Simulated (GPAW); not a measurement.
# Ni (Fm-3m) in GPAW: further runs

The runs below take Ni through band structure, with revPBE, BLYP, r2SCAN.

Program: GPAW 26.7.0. These are calculated values, not measurements. Logs are shortened: lines on timing, memory, paths and dates and some standing lists are left out, and cuts for length are marked. The log counts tension as positive stress, the text compression.

## 1. The crystal as given

The structure is cubic, space group Fm-3m (No. 225). Conventional cell: a = 3.475 Å, b = 3.475 Å, c = 3.475 Å, α = 90.00°, β = 90.00°, γ = 90.00°. Around Ni (site symmetry m-3m) lie 12 Ni at 2.46 Å.

## 2. Band structure, revPBE, collinear spin, ferromagnetic start

The input, run.py:

```python
from ase.dft.bandgap import bandgap
from ase.io import read, write
from ase.units import Bohr, GPa
from gpaw import GPAW, PW
from gpaw.elf import elf_from_dft_calculation

atoms = read('Ni.xyz')
atoms.set_initial_magnetic_moments([1.0])

calc = GPAW(mode=PW(600),
            xc='revPBE',
            kpts={'size': (13, 13, 13), 'gamma': True},
            occupations={'name': 'fermi-dirac', 'width': 0.05},
            nbands=17,
            convergence={'density': 1e-05, 'energy': 1e-05},
            maxiter=150,
            txt='gpaw.txt')
atoms.calc = calc
energy = atoms.get_potential_energy()
forces = atoms.get_forces()
stress = atoms.get_stress()
calc.write('gs.gpw')
write('result.traj', atoms)
print(f'Energy: {energy:.6f} eV')
print('Forces (eV/A):')
print(forces.round(4))
print('Stress (GPa):', (stress / GPa).round(3))
print('Moments:', calc.get_magnetic_moments().round(3))
print('Fermi level:', round(calc.get_fermi_level(), 4), 'eV')
print(f'Gap: {bandgap(calc)[0]:.4f} eV, direct: {bandgap(calc, direct=True)[0]:.4f} eV')

# fields on the real-space grid
write('density.cube', atoms, data=calc.get_pseudo_density() * Bohr**3)
write('potential.cube', atoms, data=calc.get_electrostatic_potential())
write('spin.cube', atoms, data=(calc.get_pseudo_density(spin=0) - calc.get_pseudo_density(spin=1)) * Bohr**3)
write('elf.cube', atoms, data=elf_from_dft_calculation(calc).data)

path = atoms.cell.bandpath('GXWKGLUWLK,UX', npoints=80, eps=1e-4)
bs_calc = calc.fixed_density(kpts=path, symmetry='off', nbands=25,
                             convergence={'bands': 'CBM+6.0', 'eigenstates': 1e-6}, txt='bands.txt')
bs = bs_calc.band_structure()
bs.write('bs.json')
print(f'Gap on the path: {bandgap(bs_calc)[0]:.4f} eV')
```

The input, Ni.xyz:

```xyz
1
Lattice="0.0000000000 1.7375729330 1.7375729330 1.7375729330 0.0000000000 1.7375729330 1.7375729330 1.7375729330 0.0000000000" Properties=species:S:1:pos:R:3 pbc="T T T"
Ni     0.0000000000      0.0000000000      0.0000000000
```

Potentials or basis: the program's PAW data sets (release 1.2.1) made for this functional, pw.

Command:

```bash
> OMP_NUM_THREADS=1 python run.py
```

gpaw.txt:

```text
__  _  _
 | _ |_)|_||  |
 |__||  | ||/\| - 26.7.0

Input parameters:
  mode=PW(ecut=600.0),
  convergence={'density': 1e-05, 'energy': 1e-05},
  kpts=MonkhorstPack(size=(13, 13, 13), gamma=True),
  maxiter=150,
  nbands=17,
  occupations=Occupations(name='fermi-dirac', width=0.05),
  xc=XC(name='revPBE')

Diagonalizing LCAO Hamiltonian
Converting LCAO to pw mode

       Ni

Atoms  # Å, Bohr magnetons
|   | symbol |        x |        y |        z |    initial magnetic moments |
|---|--------|----------|----------|----------|-----------------------------|
| 0 |     Ni | 0.000000 | 0.000000 | 0.000000 | ( 0.0000,  0.0000,  1.0000) |

Unit cell  # Å
| periodic |        x |        y |        z |  lengths |    angles |
|----------|----------|----------|----------|----------|-----------|
|      yes | 0.000000 | 1.737573 | 1.737573 | 2.457299 | 60.000000 |
|      yes | 1.737573 | 0.000000 | 1.737573 | 2.457299 | 60.000000 |
|      yes | 1.737573 | 1.737573 | 0.000000 | 2.457299 | 60.000000 |

Number of symmetries: 48
Symmetry operations  # r_c * U_cc + t_c -> r_c
|    | kind |            matrix            |
|----|------|------------------------------|
|  0 |  σ   |  1, 0, 0,  1, 0,-1,  1,-1, 0 |
|  1 |  C2  |  1, 0, 0,  1,-1, 0,  1, 0,-1 |
|  2 |  E   |  1, 0, 0,  0, 1, 0,  0, 0, 1 |
|  3 |  σ   |  1, 0, 0,  0, 0, 1,  0, 1, 0 |
|  4 |  C4  |  1, 0,-1,  1, 0, 0,  1,-1, 0 |
|  5 |  S6  |  1, 0,-1,  1,-1, 0,  1, 0, 0 |
|  6 |  σ   |  1, 0,-1,  0, 1,-1,  0, 0,-1 |
|  7 |  C3  |  1, 0,-1,  0, 0,-1,  0, 1,-1 |
|  8 |  S6  |  1,-1, 0,  1, 0, 0,  1, 0,-1 |
|  9 |  C4  |  1,-1, 0,  1, 0,-1,  1, 0, 0 |
| 10 |  C3  |  1,-1, 0,  0,-1, 1,  0,-1, 0 |
| 11 |  σ   |  1,-1, 0,  0,-1, 0,  0,-1, 1 |
| 12 |  σ   |  0, 1, 0,  1, 0, 0,  0, 0, 1 |
| 13 |  C4  |  0, 1, 0,  0, 1,-1, -1, 1, 0 |
| 14 |  C3  |  0, 1, 0,  0, 0, 1,  1, 0, 0 |
| 15 |  S6  |  0, 1, 0, -1, 1, 0,  0, 1,-1 |
| 16 |  C2  |  0, 1,-1,  1, 0,-1,  0, 0,-1 |
| 17 |  σ   |  0, 1,-1,  0, 1, 0, -1, 1, 0 |
| 18 |  S4  |  0, 1,-1,  0, 0,-1,  1, 0,-1 |
| 19 |  C4  |  0, 1,-1, -1, 1, 0,  0, 1, 0 |
| 20 |  C3  |  0, 0, 1,  1, 0, 0,  0, 1, 0 |
| 21 |  σ   |  0, 0, 1,  0, 1, 0,  1, 0, 0 |
| 22 |  S6  |  0, 0, 1,  0,-1, 1, -1, 0, 1 |
| 23 |  C4  |  0, 0, 1, -1, 0, 1,  0,-1, 1 |
| 24 |  S4  |  0, 0,-1,  1, 0,-1,  0, 1,-1 |
| 25 |  C3  |  0, 0,-1,  0, 1,-1,  1, 0,-1 |
| 26 |  C2  |  0, 0,-1,  0,-1, 0, -1, 0, 0 |
| 27 |  S6  |  0, 0,-1, -1, 0, 0,  0,-1, 0 |
| 28 |  S4  |  0,-1, 1,  1,-1, 0,  0,-1, 0 |
| 29 |  C4  |  0,-1, 1,  0, 0, 1, -1, 0, 1 |
| 30 |  C2  |  0,-1, 1,  0,-1, 0,  1,-1, 0 |
| 31 |  σ   |  0,-1, 1, -1, 0, 1,  0, 0, 1 |
| 32 |  C3  |  0,-1, 0,  1,-1, 0,  0,-1, 1 |
| 33 |  S6  |  0,-1, 0,  0, 0,-1, -1, 0, 0 |
| 34 |  S4  |  0,-1, 0,  0,-1, 1,  1,-1, 0 |
| 35 |  C2  |  0,-1, 0, -1, 0, 0,  0, 0,-1 |
| 36 |  C2  | -1, 1, 0,  0, 1, 0,  0, 1,-1 |
| 37 |  S6  | -1, 1, 0,  0, 1,-1,  0, 1, 0 |
| 38 |  S4  | -1, 1, 0, -1, 0, 1, -1, 0, 0 |
| 39 |  C3  | -1, 1, 0, -1, 0, 0, -1, 0, 1 |
| 40 |  S6  | -1, 0, 1,  0, 0, 1,  0,-1, 1 |
| 41 |  C2  | -1, 0, 1,  0,-1, 1,  0, 0, 1 |
| 42 |  C3  | -1, 0, 1, -1, 1, 0, -1, 0, 0 |
| 43 |  S4  | -1, 0, 1, -1, 0, 0, -1, 1, 0 |
| 44 |  C2  | -1, 0, 0,  0, 0,-1,  0,-1, 0 |
| 45 |  i   | -1, 0, 0,  0,-1, 0,  0, 0,-1 |
| 46 |  σ   | -1, 0, 0, -1, 1, 0, -1, 0, 1 |
| 47 |  C2  | -1, 0, 0, -1, 0, 1, -1, 1, 0 |

BZ-sampling:
  Number of BZ points: 2197
  Number of IBZ points: 84

  Monkhorst-Pack size: [13, 13, 13]
  Monkhorst-Pack shift: [0, 0, 0]

K-points  # in reciprocal-cell coordinates
|     |                                coordinates |     weight |
|-----|--------------------------------------------|------------|
|   0 | (  0.00000000,   0.00000000,   0.00000000) | 0.00045517 |
|   1 | (  0.07692308,   0.07692308,   0.00000000) | 0.00273100 |
|   2 | (  0.07692308,   0.07692308,   0.07692308) | 0.00364133 |
|   3 | (  0.15384615,   0.07692308,   0.07692308) | 0.00546199 |
|   4 | (  0.15384615,   0.15384615,   0.00000000) | 0.00273100 |
|   5 | (  0.15384615,   0.15384615,   0.07692308) | 0.01092399 |
|   6 | (  0.15384615,   0.15384615,   0.15384615) | 0.00364133 |
|   7 | (  0.23076923,   0.15384615,   0.07692308) | 0.01092399 |
|   8 | (  0.23076923,   0.15384615,   0.15384615) | 0.01092399 |
|   9 | (  0.23076923,   0.23076923,   0.00000000) | 0.00273100 |
| ... |                                            |            |
|  83 | (  0.46153846,   0.46153846,   0.46153846) | 0.00364133 |

Plane wave coefficients: 365
Cutoff: 600.0 eV

Spin-components: 2 (collinear spins)
Bands:           17
Projectors:      6
Spin-degeneracy: 1
Datatype:        complex128

Parallelization:
  kpt:    1
  domain: 1
  band:   1

Density:
  Valence electrons: 16.0
  Components: 2
  Grid points: [14 14 14]
  Charge: 0.0  # |e|

Potential:
  Grid points: [14 14 14]

species:
  Ni:
    name:    Nickel
    Z:       28.0
    valence: 16
    core:    12
    charge:  0.0  # [|e|]
    compensation charges:
      type: gauss
      rc: 0.36  # [Å]
      lmax: 2
    cutoffs:
      filter: 2.14  # [Å]
      core: 1.98  # [Å]
    projectors
    | kind |    occ | energy [eV] | rcut [Å] |
    |------|--------|-------------|----------|
    |   4s |  2.000 |      -5.570 |    1.164 |
    |   3p |  6.000 |     -71.384 |    1.207 |
    |   4p |  0.000 |      -1.198 |    1.207 |
    |   3d |  8.000 |      -8.815 |    1.138 |
    |    s |        |      21.642 |    1.164 |
    |    d |        |      18.396 |    1.138 |

    Using partial waves for Ni as LCAO basis

Reference energy: -41371.975667  # eV

eigensolver:
  PPCG
  Converge bands: occupied
  niter=2

density mixing:
  MSR1-Mixer
  Pratt-step length: 0.05
  Maximum mixing coefficient: 0.75
  Old densities: 10
  SVD Regularization: 0.005
  Good broyden scale: 1.0
  Trust region scale: 1.0
  Backstep threshold: 4.0
  History deletion threshold: 6.0
  Fourier metric: weight=20.0, sigma=0.015

occupation numbers:
  Fermi-Dirac:
    width: 0.0500  # eV

poisson solver:
  ecut: 4800.0  # eV

xc functional:
  name: revPBE with 2 nearest neighbor stencil

convergence criteria:
- Maximum integral of absolute [dens]ity change: 1e-05 electrons / valence electron
- Maximum [total energy] change in last 3 cyles: 1e-05 eV / valence electron
- Maximum integral of absolute [eigenst]ate change: 4e-08 eV^2 / valence electron
maximum number of iterations: 150

SCF iterations
|iter     | |      energy | eigst |  dens |  magmom |
|---------|-|-------------|-------|-------|---------|
|iter:   1| |   -6.715003 | -0.04 |       |  +1.0009|
|iter:   2| |   -6.724907 | -2.91 | -1.45 |  +0.9843|
|iter:   3| |   -6.838915 | -2.59 | -1.48 |  +0.7803|
|iter:   4| |   -6.859109 | -2.78 | -1.80 |  +0.6187|
|iter:   5| |   -6.859290 | -4.57 | -2.60 |  +0.6382|
|iter:   6| |   -6.859337 | -6.61 | -3.21 |  +0.6359|
|iter:   7| |   -6.859383c| -6.30 | -3.53 |  +0.6343|
|iter:   8| |   -6.859392c| -7.52c| -4.08 |  +0.6341|
|iter:   9| |   -6.859396c| -7.93c| -4.42 |  +0.6341|
|iter:  10| |   -6.859395c| -8.06c| -4.93 |  +0.6341|
|iter:  11| |   -6.859395c| -8.38c| -5.33c|  +0.6341|

Converged in 11 steps
Energy contributions relative to reference atoms: (reference = -41371.975667)

Energy contributions:
  Kinetic:           8.527849
  Coulomb:          -6.254173
  Zero:              0.091129
  External:          0.000000
  Xc:               -9.218206
  Entropy:          -0.011988
  Spinorbit:         0.000000
  ----------------------------
  Free energy:      -6.865389
  Extrapolated:     -6.859395

dipole moment: (-7.109825, -7.109825, -7.109825)  # |e|*Ang

Total magnetic moment: (0.000000, 0.000000, 0.634104)

Local magnetic moments
|        x |        y |        z |
|----------|----------|----------|
| 0.000000 | 0.000000 | 0.670992 |  # Ni   0

Fermi level: 9.181
Eigenvalues  # (at kpt = [0.000, 0.000, 0.000])
| band index |      eig [eV] | occ [0-1] |      eig [eV] | occ [0-1] |
|------------|---------------|-----------|---------------|-----------|
|          0 |       -54.926 |     1.000 |       -54.088 |     1.000 |
|          1 |       -54.926 |     1.000 |       -54.088 |     1.000 |
|          2 |       -54.926 |     1.000 |       -54.088 |     1.000 |
|          3 |        -0.285 |     1.000 |        -0.336 |     1.000 |
|          4 |         6.566 |     1.000 |         7.350 |     1.000 |
|          5 |         6.566 |     1.000 |         7.350 |     1.000 |
[... 9 lines left out ...]
|         15 |        39.746 |     0.000 |        39.874 |     0.000 |
|         16 |        43.021 |     0.000 |        42.866 |     0.000 |

No gap
No difference between direct/indirect transitions

Forces  # eV/Ang
|       x |        y |        z |
|---------|----------|----------|
| 0.00000 | -0.00000 | -0.00000 |  # Ni   0

Stress tensor  # eV/Ang^3
|         x |         y |         z |
|-----------|-----------|-----------|
| -0.095497 | -0.000000 |  0.000000 |
| -0.000000 | -0.095497 | -0.000000 |
|  0.000000 | -0.000000 | -0.095497 |

# Writing to gs.gpw (mode='')
```

Wall time 25 s (1 thread of Intel Xeon Platinum 8488C (Sapphire Rapids), shared host); peak memory 0.19 GiB.

Results:

- Free energy: -6.8654 eV
- Pressure: 15.3 GPa
- Band gap along the path: none (metal or under the smearing width)
- Net moment: 0.63 μB per cell
- Site moments: Ni +0.67 μB

Levels at the corners of the path, in eV from the Fermi level:
Spin up:
```tsv
point	band 5	band 6	band 7	band 8	band 9	band 10
Γ	-2.62	-2.62	-2.62	-1.35	-1.35	23.93
X	-4.49	-0.57	-0.48	-0.48	2.26	9.54
W	-3.32	-3.32	-1.43	-0.48	7.85	7.85
K	-4.01	-2.30	-1.18	-0.76	5.79	7.41
Γ	-2.62	-2.62	-2.62	-1.35	-1.35	23.93
L	-2.60	-2.60	-0.63	-0.63	-0.60	5.93
U	-4.01	-2.30	-1.18	-0.76	5.79	7.41
W	-3.32	-3.32	-1.43	-0.48	7.85	7.85
L	-2.60	-2.60	-0.63	-0.63	-0.60	5.93
K	-4.01	-2.30	-1.18	-0.76	5.79	7.41
U	-4.01	-2.30	-1.18	-0.76	5.79	7.41
X	-4.49	-0.57	-0.48	-0.48	2.26	9.54
```
Spin down:
```csv
point,band 4,band 5,band 6,band 7,band 8,band 9,band 10
Γ,-9.52,-1.83,-1.83,-1.83,-0.74,-0.74,23.72
X,-4.64,-3.86,0.07,0.43,0.43,2.20,9.81
W,-3.69,-2.70,-2.70,-0.85,0.44,8.05,8.05
K,-3.86,-3.45,-1.67,-0.58,0.14,6.02,7.60
Γ,-9.52,-1.83,-1.83,-1.83,-0.74,-0.74,23.72
L,-4.72,-1.97,-1.97,-0.67,0.17,0.17,6.39
U,-3.86,-3.45,-1.67,-0.58,0.14,6.02,7.60
W,-3.69,-2.70,-2.70,-0.85,0.44,8.05,8.05
L,-4.72,-1.97,-1.97,-0.67,0.17,0.17,6.39
K,-3.86,-3.45,-1.67,-0.58,0.14,6.02,7.60
U,-3.86,-3.45,-1.67,-0.58,0.14,6.02,7.60
X,-4.64,-3.86,0.07,0.43,0.43,2.20,9.81
```

Caveat: the stock nickel data set gives pressures a few GPa off other programs; so large a pressure means that the cell lies far from this level's equilibrium, or that cutoff or potentials fall short.

## 3. Band structure, BLYP, collinear spin, ferromagnetic start

run.py, as its differences from that of step 2:

```diff
@@ -3,4 +3,6 @@
 from ase.units import Bohr, GPa
-from gpaw import GPAW, PW
+from gpaw import GPAW, PW, setup_paths
 from gpaw.elf import elf_from_dft_calculation
+
+setup_paths.insert(0, '.')
 
@@ -10,3 +12,3 @@
 calc = GPAW(mode=PW(600),
-            xc='revPBE',
+            xc='BLYP',
             kpts={'size': (13, 13, 13), 'gamma': True},
@@ -15,2 +17,3 @@
             convergence={'density': 1e-05, 'energy': 1e-05},
+            eigensolver='davidson',
             maxiter=150,
@@ -37,3 +40,3 @@
 
-path = atoms.cell.bandpath('GXWKGLUWLK,UX', npoints=80, eps=1e-4)
+path = atoms.cell.bandpath('GXWKGLUWLK,UX', npoints=100, eps=1e-4)
 bs_calc = calc.fixed_density(kpts=path, symmetry='off', nbands=25,
```

Ni.xyz is that of step 2.

Potentials or basis: PAW data sets generated in the run's folder for this functional, pw.

Command:

```bash
> gpaw-setup -f BLYP Ni
> OMP_NUM_THREADS=1 python run.py
```

gpaw.txt:

```text
__  _  _
 | _ |_)|_||  |
 |__||  | ||/\| - 26.7.0

Input parameters:
  mode=PW(ecut=600.0),
  convergence={'density': 1e-05, 'energy': 1e-05},
  eigensolver=Davidson(niter=2),
  kpts=MonkhorstPack(size=(13, 13, 13), gamma=True),
  maxiter=150,
  nbands=17,
  occupations=Occupations(name='fermi-dirac', width=0.05),
  xc=XC(name='BLYP')

Diagonalizing LCAO Hamiltonian
Converting LCAO to pw mode

       Ni

Atoms  # Å, Bohr magnetons
|   | symbol |        x |        y |        z |    initial magnetic moments |
|---|--------|----------|----------|----------|-----------------------------|
| 0 |     Ni | 0.000000 | 0.000000 | 0.000000 | ( 0.0000,  0.0000,  1.0000) |

Unit cell  # Å
| periodic |        x |        y |        z |  lengths |    angles |
|----------|----------|----------|----------|----------|-----------|
[... 185 lines left out ...]
  External:          0.000000
  Xc:               -9.134514
  Entropy:          -0.011782
  Spinorbit:         0.000000
  ----------------------------
  Free energy:      -6.261470
  Extrapolated:     -6.255579

dipole moment: (-7.123966, -7.123966, -7.123966)  # |e|*Ang

Total magnetic moment: (0.000000, 0.000000, 0.622891)

Local magnetic moments
|        x |        y |        z |
|----------|----------|----------|
| 0.000000 | 0.000000 | 0.653836 |  # Ni   0

Fermi level: 9.503
Eigenvalues  # (at kpt = [0.000, 0.000, 0.000])
| band index |      eig [eV] | occ [0-1] |      eig [eV] | occ [0-1] |
|------------|---------------|-----------|---------------|-----------|
|          0 |       -54.398 |     1.000 |       -53.589 |     1.000 |
|          1 |       -54.398 |     1.000 |       -53.589 |     1.000 |
|          2 |       -54.398 |     1.000 |       -53.589 |     1.000 |
|          3 |         0.176 |     1.000 |         0.167 |     1.000 |
|          4 |         6.909 |     1.000 |         7.654 |     1.000 |
|          5 |         6.909 |     1.000 |         7.654 |     1.000 |
[... 9 lines left out ...]
|         15 |        40.223 |     0.000 |        40.390 |     0.000 |
|         16 |        44.005 |     0.000 |        43.909 |     0.000 |

No gap
No difference between direct/indirect transitions

Forces  # eV/Ang
|        x |       y |       z |
|----------|---------|---------|
| -0.00000 | 0.00000 | 0.00000 |  # Ni   0

Stress tensor  # eV/Ang^3
|         x |         y |         z |
|-----------|-----------|-----------|
| -0.121157 | -0.000000 |  0.000000 |
| -0.000000 | -0.121157 |  0.000000 |
|  0.000000 |  0.000000 | -0.121157 |

# Writing to gs.gpw (mode='')
```

It took 27 s on 1 thread of Intel Xeon Platinum 8488C (Sapphire Rapids), shared host; peak memory 0.19 GiB.

Results:

```
Free energy             : -6.2615 eV
Pressure                : 19.4 GPa
Band gap along the path : none (metal or under the smearing width)
Net moment              : 0.62 μB per cell
Site moments            : Ni +0.65 μB
```

Levels at the corners of the path, in eV from the Fermi level:
Spin up:
| point | band 6 | band 7 | band 8 | band 9 | band 10 |
| --- | --- | --- | --- | --- | --- |
| Γ | -2.59 | -2.59 | -1.34 | -1.34 | 24.23 |
| X | -0.55 | -0.43 | -0.43 | 2.41 | 9.65 |
| W | -3.27 | -1.41 | -0.43 | 7.99 | 7.99 |
| K | -2.25 | -1.16 | -0.72 | 5.92 | 7.55 |
| Γ | -2.59 | -2.59 | -1.34 | -1.34 | 24.23 |
| L | -2.59 | -0.59 | -0.59 | -0.35 | 5.95 |
| U | -2.25 | -1.16 | -0.72 | 5.92 | 7.55 |
| W | -3.27 | -1.41 | -0.43 | 7.99 | 7.99 |
| L | -2.59 | -0.59 | -0.59 | -0.35 | 5.95 |
| K | -2.25 | -1.16 | -0.72 | 5.92 | 7.55 |
| U | -2.25 | -1.16 | -0.72 | 5.92 | 7.55 |
| X | -0.55 | -0.43 | -0.43 | 2.41 | 9.65 |
Spin down:
| point | band 5 | band 6 | band 7 | band 8 | band 9 | band 10 |
| --- | --- | --- | --- | --- | --- | --- |
| Γ | -1.85 | -1.85 | -1.85 | -0.77 | -0.77 | 24.09 |
| X | -3.85 | 0.05 | 0.44 | 0.44 | 2.40 | 9.92 |
| W | -2.67 | -2.67 | -0.87 | 0.44 | 8.21 | 8.21 |
| K | -3.41 | -1.63 | -0.60 | 0.14 | 6.17 | 7.77 |
| Γ | -1.85 | -1.85 | -1.85 | -0.77 | -0.77 | 24.09 |
| L | -1.99 | -1.99 | -0.38 | 0.16 | 0.16 | 6.41 |
| U | -3.41 | -1.63 | -0.60 | 0.14 | 6.17 | 7.77 |
| W | -2.67 | -2.67 | -0.87 | 0.44 | 8.21 | 8.21 |
| L | -1.99 | -1.99 | -0.38 | 0.16 | 0.16 | 6.41 |
| K | -3.41 | -1.63 | -0.60 | 0.14 | 6.17 | 7.77 |
| U | -3.41 | -1.63 | -0.60 | 0.14 | 6.17 | 7.77 |
| X | -3.85 | 0.05 | 0.44 | 0.44 | 2.40 | 9.92 |

Caveat: the stock nickel data set gives pressures a few GPa off other programs; so large a pressure means that the cell lies far from this level's equilibrium, or that cutoff or potentials fall short.

[end of part 1 of 2]
